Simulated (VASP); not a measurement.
# C in VASP: a series of runs

One slab, C, is run at these levels: LDA; tasks: single point.

All numbers are computed with VASP 6.6.1; they aren't measurements. Logs are shortened: lines on timing, memory, paths and dates and some standing lists are left out, and cuts for length are marked.

## Step 1: The slab as given

The cell holds a slab with vacuum, 8 atoms: a = 2.456 Å, b = 2.456 Å, c = 32.805 Å, α = 90.00°, β = 90.00°, γ = 120.00°.

The slab is cut from a database's or a generator's crystal, which needn't be the stable form of the element.

## Step 2: Single point, LDA

File INCAR:

```
PREC = Accurate
ENCUT = 600
EDIFF = 1E-7
ISMEAR = 1
SIGMA = 0.1
LREAL = F
LASPH = T
NELM = 120
ALGO = Normal
ISIF = 2
LWAVE = F
LCHARG = F
LDIPOL = T
IDIPOL = 3
DIPOL = 0.5 0.5 0.500
GGA = CA
NBANDS = 32
LVHAR = T
LVACPOTAV = T
```

File KPOINTS:

```
regular mesh
0
Gamma
  15 15 1
```

File POSCAR:

```
C
1.0
    2.4560959400      0.0000000000      0.0000000000
   -1.2280479700      2.1270618200      0.0000000000
    0.0000000000      0.0000000000     32.8049153298
C
8
Direct
    0.5833794600      0.1667589200      0.3353156041
    0.9166205400      0.8332410800      0.3353156041
    0.0833794600      0.1667589200      0.4460199767
    0.4166205400      0.8332410800      0.4460199767
    0.5833794600      0.1667589200      0.5539800233
    0.9166205400      0.8332410800      0.5539800233
    0.0833794600      0.1667589200      0.6646843959
    0.4166205400      0.8332410800      0.6646843959
```

Potentials or basis: VASP PAW LDA potentials, release 64 (C).

Run with:

```console
> cat potpaw_LDA.64/C/POTCAR > POTCAR
> mpirun -np 1 vasp_std > vasp.out
```

OUTCAR:

```text
PREC = Accurate
   ENCUT = 600
   EDIFF = 1E-7
   ISMEAR = 1
   LREAL = F
   LASPH = T
   NELM = 120
   ISIF = 2
   GGA = CA

 Found     64 irreducible k-points:

 Following reciprocal coordinates:
            Coordinates               Weight
  0.000000  0.000000  0.000000      1.000000
  0.066667  0.000000  0.000000      4.000000
  0.000000  0.066667  0.000000      2.000000
  0.133333  0.000000  0.000000      4.000000
  0.000000  0.133333  0.000000      2.000000
  0.200000  0.000000  0.000000      4.000000
   k-points           NKPTS =     64   k-points in BZ     NKDIM =     64   number of bands    NBANDS=     32
   number of dos      NEDOS =    301   number of ions     NIONS =      8
   total plane-waves  NPLWV = 108000
   dimension x,y,z NGX =    20 NGY =   20 NGZ =  270
   dimension x,y,z NGXF=    40 NGYF=   40 NGZF=  540
   ions per type =               8
   NGX,Y,Z   is equivalent  to a cutoff of  13.54, 13.54, 13.68 a.u.
   NGXF,Y,Z  is equivalent  to a cutoff of  27.07, 27.07, 27.37 a.u.
 SYSTEM =  unknown system
   PREC   = accura    normal or accurate (medium, high low for compatibility)
   ISTART =      0    job   : 0-new  1-cont  2-samecut
   ICHARG =      2    charge: 1-file 2-atom 10-const
   ISPIN  =      1    spin polarized calculation?
   LNONCOLLINEAR =      F non collinear calculations
   LSORBIT =      F    spin-orbit coupling
   LASPH  =      T    aspherical Exc in radial PAW
   ENCUT  =  600.0 eV  44.10 Ry    6.64 a.u.   4.91  4.91 65.52*2*pi/ulx,y,z
   NELM   =    120;   NELMIN=  2; NELMDL= -5     # of ELM steps
   EDIFF  = 0.1E-06   stopping-criterion for ELM
   LREAL  =      F    real-space projection
   EDIFFG = 0.1E-05   stopping-criterion for IOM
   NSW    =      0    number of steps for IOM
   IBRION =     -1    ionic relax: 0-MD 1-quasi-New 2-CG
   NFREE  =      0    steps in history (QN), initial steepest desc. (CG)
   ISIF   =      2    stress and relaxation
   ISYM   =      2    0-nonsym 1-usesym 2-fastsym
   POTIM  = 0.5000    time-step for ionic-motion
   TEBEG  =    0.0;   TEEND  =   0.0 temperature during run
   PSTRESS=    0.0 pullay stress
   NELECT =      32.0000    total number of electrons
   NUPDOWN=      -1.0000    fix difference up-down
   EMIN   =  10.00;   EMAX   =-10.00  energy-range for DOS
   EFERMI =   0.00;   METHOD = LEGACY
   ISMEAR =     1;   SIGMA  =   0.10  broadening in eV -4-tet -1-fermi 0-gaus
   EFERMI_NEDOS =   21; number of points for ismear=-14 and -15
   IALGO  =     38    algorithm
   IMIX   =      4    mixing-type and parameters
     AMIX     =   0.40;   BMIX     =  1.00
     AMIX_MAG =   1.60;   BMIX_MAG =  1.00
  volume/ion in A,a.u.               =      21.42       144.57
  Fermi-wavevector in a.u.,A,eV,Ry     =   0.935700  1.768217 11.912374  0.875535
  Thomas-Fermi vector in A             =   2.062634
   LORBIT       =      0    0 simple, 1 ext, 2 COOP (PROOUT), +10 PAW based schemes
   GGA     = CA    functional components
   LHFCALC =     F    Hartree Fock is set to
   AEXX    =    0.0000 exact exchange contribution
   IVDW    =     0    specifies the selected vdW correction
   LEPSILON=     F    determine dielectric tensor
   LRPA    =     F    only Hartree local field effects (RPA)
 non-spin polarized calculation
 Methfessel and Paxton  Order N= 1 SIGMA  =   0.10
  energy-cutoff  :      600.00
  volume of cell :      171.38
 maximum number of plane-waves:      5823
   NGX =  9   NGY =  9   NGZ =131

 dipolmoment           0.000000      0.000000     -0.000000 electrons x Angstroem

 number of electron      31.9999997 magnetization

 dipolmoment           0.000000      0.000000      0.000000 electrons x Angstroem

 Free energy of the ion-electron system (eV)
  ---------------------------------------------------
  ext. energy  EPLUGINS =         0.00000000
  ---------------------------------------------------
  free energy    TOTEN  =       -80.83830496 eV

  energy without entropy =      -80.83846323  energy(sigma->0) =      -80.83835771

 E-fermi :  -0.7783     XC(G=0):  -4.7546

 val. band max:       -0.8192710437   @ k =   0.3333   0.3333   0.0000
 cond. band min:      -0.7373864171   @ k =   0.3333   0.3333   0.0000
 fundamental gap:      0.0818846266
 Fermi energy:        -0.7782756025

 k-point     1 :       0.0000    0.0000    0.0000
  band No.  band energies     occupation
      1     -20.2285      2.00000
      2     -20.1818      2.00000
      3     -20.1342      2.00000
      4     -20.0764      2.00000
      5      -9.0565      2.00000
      6      -8.6977      2.00000
[... 20 lines left out ...]
     27       7.5466      0.00000
     28       7.5590      0.00000

 k-point     2 :       0.0667    0.0000    0.0000
  band No.  band energies     occupation
      1     -20.1229      2.00000
      2     -20.0765      2.00000
      3     -20.0292      2.00000
      4     -19.9718      2.00000
      5      -8.9272      2.00000
      6      -8.5699      2.00000
[... 20 lines left out ...]
     27       7.6058      0.00000
     28       7.6309      0.00000

 k-point     3 :       0.0000    0.0667    0.0000
  band No.  band energies     occupation
      1     -20.1229      2.00000
      2     -20.0765      2.00000
      3     -20.0292      2.00000
      4     -19.9718      2.00000
      5      -8.9273      2.00000
      6      -8.5699      2.00000
[... 58 lines left out ...]
      3     -19.7151      2.00000
      4     -19.6588      2.00000
      5      -8.5416      2.00000
      6      -8.1885      2.00000
[... 20 lines left out ...]
     27       7.6827      0.00000
     28       7.6854      0.00000

 k-point     6 :       0.2000    0.0000    0.0000
  band No.  band energies     occupation
      1     -19.2819      2.00000
      2     -19.2385      2.00000
      3     -19.1940      2.00000
      4     -19.1395      2.00000
      5      -7.9040      2.00000
      6      -7.5594      2.00000
[... 20 lines left out ...]
     27       7.5896      0.00000
     28       7.5972      0.00000

 [... further k-points ...]

 [bands above 28 left out]

------------------------ aborting loop because EDIFF is reached ----------------------------------------

  FORCE on cell =-STRESS in cart. coord.  units (eV):
  Direction    XX          YY          ZZ          XY          YZ          ZX
  --------------------------------------------------------------------------------------
  -------------------------------------------------------------------------------------
  Total       -2.1884227     -2.2412255     -0.6053592      0.0000000      0.0000000      0.0000000
  in kB      -20.4586719    -20.9523033     -5.6592564      0.0000000      0.0000000      0.0000000
  external PRESSURE =     -15.6900772 kB  Pullay stress =       0.0000000 kB

 VOLUME and BASIS-vectors are now :
 -----------------------------------------------------------------------------
  energy-cutoff  :      600.00
  volume of cell :      171.38
      direct lattice vectors                 reciprocal lattice vectors
     2.456095940  0.000000000  0.000000000     0.407150219  0.235066041  0.000000000
    -1.228047970  2.127061820  0.000000000     0.000000000  0.470132081  0.000000000
     0.000000000  0.000000000 32.804915330     0.000000000  0.000000000  0.030483237

 POSITION                                       TOTAL-FORCE (eV/Angst)
 -----------------------------------------------------------------------------------
      1.22805      0.35471     11.00000         0.000000     -0.024401      0.021728
      1.22805      1.77236     11.00000         0.000000      0.024401      0.021728
      0.00000      0.35471     14.63165         0.000000     -0.026880     -0.005008
     -0.00000      1.77236     14.63165         0.000000      0.026880     -0.005008
      1.22805      0.35471     18.17327         0.000000     -0.026880      0.005008
      1.22805      1.77236     18.17327         0.000000      0.026880      0.005008
      0.00000      0.35471     21.80492         0.000000     -0.024401     -0.021728
     -0.00000      1.77236     21.80492         0.000000      0.024401     -0.021728
 -----------------------------------------------------------------------------------
    total drift:                                0.000000     -0.000000      0.000000

  FREE ENERGIE OF THE ION-ELECTRON SYSTEM (eV)
  ---------------------------------------------------
  free  energy   TOTEN  =       -80.8383049554 eV

  energy  without entropy=      -80.8384632341  energy(sigma->0) =      -80.83835771

 vacuum level on the upper side and lower side of the slab         3.753         3.753
```

It took 13 min on 1 thread of AMD EPYC 7R13 (Zen 3), shared host; peak memory 0.39 GiB.

These settings aren't checked as converged: the numbers below hold their error.

What came out:

```yaml
Free_energy: -80.8383 eV
Largest_force: 0.033 eV/Å
Band_gap_on_the_k_mesh: 0.08 eV, direct
Ionisation_potential_of_the_upper_face: 4.57 eV
```

## Step 3: Single point, LDA

This run uses another cell than the first one, of 14.89 Å³/atom, 0.695 times its volume.

INCAR, as its differences from that of step 2:

```diff
@@ -1,3 +1,3 @@
 PREC = Accurate
-ENCUT = 600
+ENCUT = 250
 EDIFF = 1E-7
```

File KPOINTS:

```
regular mesh
0
Gamma
  5 5 1
```

File POSCAR:

```
C
1.0
    2.4560959400      0.0000000000      0.0000000000
   -1.2280479700      2.1270618200      0.0000000000
    0.0000000000      0.0000000000     22.8049153298
C
8
Direct
    0.5833794600      0.1667589200      0.2631011742
    0.9166205400      0.8332410800      0.2631011742
    0.0833794600      0.1667589200      0.4223496308
    0.4166205400      0.8332410800      0.4223496308
    0.5833794600      0.1667589200      0.5776503692
    0.9166205400      0.8332410800      0.5776503692
    0.0833794600      0.1667589200      0.7368988258
    0.4166205400      0.8332410800      0.7368988258
```

Potentials or basis: VASP PAW LDA potentials, release 64 (C).

Run with:

```console
> cat potpaw_LDA.64/C/POTCAR > POTCAR
> mpirun -np 1 vasp_std > vasp.out
```

OUTCAR:

```text
PREC = Accurate
   ENCUT = 250
   EDIFF = 1E-7
   ISMEAR = 1
   LREAL = F
   LASPH = T
   NELM = 120
   ISIF = 2
   GGA = CA

 Found      9 irreducible k-points:

 Following reciprocal coordinates:
            Coordinates               Weight
  0.000000  0.000000  0.000000      1.000000
  0.200000  0.000000  0.000000      4.000000
  0.000000  0.200000  0.000000      2.000000
  0.400000 -0.000000  0.000000      4.000000
  0.000000  0.400000  0.000000      2.000000
  0.200000  0.200000  0.000000      4.000000
   k-points           NKPTS =      9   k-points in BZ     NKDIM =      9   number of bands    NBANDS=     32
   number of dos      NEDOS =    301   number of ions     NIONS =      8
   total plane-waves  NPLWV =  23520
   dimension x,y,z NGX =    14 NGY =   14 NGZ =  120
   dimension x,y,z NGXF=    28 NGYF=   28 NGZF=  240
   ions per type =               8
   NGX,Y,Z   is equivalent  to a cutoff of   9.48,  9.48,  8.75 a.u.
   NGXF,Y,Z  is equivalent  to a cutoff of  18.95, 18.95, 17.50 a.u.
 SYSTEM =  unknown system
   PREC   = accura    normal or accurate (medium, high low for compatibility)
   ISTART =      0    job   : 0-new  1-cont  2-samecut
   ICHARG =      2    charge: 1-file 2-atom 10-const
   ISPIN  =      1    spin polarized calculation?
   LNONCOLLINEAR =      F non collinear calculations
   LSORBIT =      F    spin-orbit coupling
   LASPH  =      T    aspherical Exc in radial PAW
   ENCUT  =  250.0 eV  18.37 Ry    4.29 a.u.   3.17  3.17 29.40*2*pi/ulx,y,z
   NELM   =    120;   NELMIN=  2; NELMDL= -5     # of ELM steps
   EDIFF  = 0.1E-06   stopping-criterion for ELM
   LREAL  =      F    real-space projection
   EDIFFG = 0.1E-05   stopping-criterion for IOM
   NSW    =      0    number of steps for IOM
   IBRION =     -1    ionic relax: 0-MD 1-quasi-New 2-CG
   NFREE  =      0    steps in history (QN), initial steepest desc. (CG)
   ISIF   =      2    stress and relaxation
   ISYM   =      2    0-nonsym 1-usesym 2-fastsym
   POTIM  = 0.5000    time-step for ionic-motion
   TEBEG  =    0.0;   TEEND  =   0.0 temperature during run
   PSTRESS=    0.0 pullay stress
   NELECT =      32.0000    total number of electrons
   NUPDOWN=      -1.0000    fix difference up-down
   EMIN   =  10.00;   EMAX   =-10.00  energy-range for DOS
   EFERMI =   0.00;   METHOD = LEGACY
   ISMEAR =     1;   SIGMA  =   0.10  broadening in eV -4-tet -1-fermi 0-gaus
[... 20 lines left out ...]
 NGX is ok and might be reduce to    14
   NGX =  7   NGY =  7   NGZ = 59

 number of electron      31.9999981 magnetization

 dipolmoment           0.000000      0.000000     -0.000000 electrons x Angstroem

 Free energy of the ion-electron system (eV)
  ---------------------------------------------------
  ext. energy  EPLUGINS =         0.00000000
  ---------------------------------------------------
  free energy    TOTEN  =       -80.82451560 eV

  energy without entropy =      -80.82498006  energy(sigma->0) =      -80.82467042

 E-fermi :  -0.0894     XC(G=0):  -6.8956

 val. band max:       -0.1735889024   @ k =  -0.2000  -0.4000   0.0000
 cond. band min:       1.9718497886   @ k =  -0.2000  -0.4000   0.0000
 fundamental gap:      2.1454386910
 Fermi energy:        -0.0894074990

 k-point     1 :       0.0000    0.0000    0.0000
  band No.  band energies     occupation
      1     -18.7849      2.00000
      2     -18.7333      2.00000
      3     -18.6871      2.00000
      4     -18.6373      2.00000
      5      -7.4315      2.00000
      6      -7.0540      2.00000
[... 175 lines left out ...]
     27      11.9147      0.00000
     28      11.9812      0.00000

 [... further k-points ...]

 [bands above 28 left out]

------------------------ aborting loop because EDIFF is reached ----------------------------------------

  FORCE on cell =-STRESS in cart. coord.  units (eV):
  Direction    XX          YY          ZZ          XY          YZ          ZX
  --------------------------------------------------------------------------------------
  -------------------------------------------------------------------------------------
  Total      -17.9089051    -17.7924135    -18.0565349      0.0000000      0.0000000      0.0000000
  in kB     -240.8383894   -239.2718138   -242.8237097      0.0000000      0.0000000      0.0000000
  external PRESSURE =    -240.9779710 kB  Pullay stress =       0.0000000 kB

 VOLUME and BASIS-vectors are now :
 -----------------------------------------------------------------------------
  energy-cutoff  :      250.00
  volume of cell :      119.14
      direct lattice vectors                 reciprocal lattice vectors
     2.456095940  0.000000000  0.000000000     0.407150219  0.235066041  0.000000000
    -1.228047970  2.127061820  0.000000000     0.000000000  0.470132081  0.000000000
     0.000000000  0.000000000 22.804915330     0.000000000  0.000000000  0.043850196

 POSITION                                       TOTAL-FORCE (eV/Angst)
 -----------------------------------------------------------------------------------
      1.22805      0.35471      6.00000         0.000000     -0.042630      0.024741
      1.22805      1.77236      6.00000        -0.000000      0.042630      0.024741
      0.00000      0.35471      9.63165         0.000000     -0.066917      0.003605
     -0.00000      1.77236      9.63165        -0.000000      0.066917      0.003605
      1.22805      0.35471     13.17327         0.000000     -0.066917     -0.003605
      1.22805      1.77236     13.17327        -0.000000      0.066917     -0.003605
      0.00000      0.35471     16.80492         0.000000     -0.042630     -0.024741
     -0.00000      1.77236     16.80492        -0.000000      0.042630     -0.024741
 -----------------------------------------------------------------------------------
    total drift:                               -0.000000      0.000000     -0.000000

  FREE ENERGIE OF THE ION-ELECTRON SYSTEM (eV)
  ---------------------------------------------------
  free  energy   TOTEN  =       -80.8245155951 eV

  energy  without entropy=      -80.8249800554  energy(sigma->0) =      -80.82467042

 vacuum level on the upper side and lower side of the slab         5.463         5.463
```

stdout:

```text
POSCAR found type information on POSCAR C
 POSCAR found :  1 types and       8 ions
 scaLAPACK will be used
 LDA part: xc-table for (Slater(with rela. corr.)+CA(PZ))
 , standard interpolation
 POSCAR, INCAR and KPOINTS ok, starting setup
 FFT: planning ... GRIDC
 FFT: planning ... GRID_SOFT
 FFT: planning ... GRID
 WAVECAR not read
 entering main loop
 -----------------------------------------------------------------------------
|                                                                             |
|           W    W    AA    RRRRR   N    N  II  N    N   GGGG   !!!           |
|           W    W   A  A   R    R  NN   N  II  NN   N  G    G  !!!           |
|           W    W  A    A  R    R  N N  N  II  N N  N  G       !!!           |
|           W WW W  AAAAAA  RRRRR   N  N N  II  N  N N  G  GGG   !            |
|           WW  WW  A    A  R   R   N   NN  II  N   NN  G    G                |
|           W    W  A    A  R    R  N    N  II  N    N   GGGG   !!!           |
|                                                                             |
|     Did not find any points to average over, which means that no vacuum     |
|     field-free region was found. Please increase the size of  your cell     |
|     in the dimension of the dipole correction to obtain accurate            |
|     workfunction values.                                                    |
|                                                                             |
 -----------------------------------------------------------------------------
```

It took 23 s on 1 thread of AMD EPYC 7R13 (Zen 3), shared host; peak memory 0.1 GiB.

The run converged, but a check on its numbers failed (symmetry, net force, bounds or a known fault of this set-up), so they aren't taken as properties of the slab.

Caveat: the k mesh is coarse (spacing up to 0.59 Å⁻¹), so the values aren't converged; the cutoff lies under the usual one of these potentials, so the numbers hold a large basis-set error.

## Step 4: Single point, LDA

This run uses another cell than the first one, of 9.67 Å³/atom, 0.451 times its volume.

INCAR, as its differences from that of step 3:

```diff
@@ -1,3 +1,3 @@
 PREC = Accurate
-ENCUT = 250
+ENCUT = 400
 EDIFF = 1E-7
```

File KPOINTS:

```
regular mesh
0
Gamma
  10 10 1
```

File POSCAR:

```
C
1.0
    2.4560959400      0.0000000000      0.0000000000
   -1.2280479700      2.1270618200      0.0000000000
    0.0000000000      0.0000000000     14.8049153298
C
8
Direct
    0.5833794600      0.1667589200      0.1350902694
    0.9166205400      0.8332410800      0.1350902694
    0.0833794600      0.1667589200      0.3803903936
    0.4166205400      0.8332410800      0.3803903936
    0.5833794600      0.1667589200      0.6196096064
    0.9166205400      0.8332410800      0.6196096064
    0.0833794600      0.1667589200      0.8649097306
    0.4166205400      0.8332410800      0.8649097306
```

Run with:

```console
> cat potpaw_LDA.64/C/POTCAR > POTCAR
> mpirun -np 1 vasp_std > vasp.out
```

Run time: 47 s. Hardware: 1 thread of AMD EPYC 7R13 (Zen 3), shared host; peak memory 0.12 GiB.

The run converged, but some of its settings lie outside the range that counts as converged, so its numbers aren't taken as properties of the slab.

What came out:

| Quantity | Value |
| --- | --- |
| Free energy | -80.9296 eV |
| Largest force | 0.019 eV/Å |
| Band gap on the k mesh | 1.32 eV, indirect (least direct gap 1.39 eV) |

Caveat: the cutoff is under 1.25 times the usual one of these potentials, so pressure, stress and relaxed cells hold a basis-set (Pulay) error.

(Part 1 of 2 ends here.)
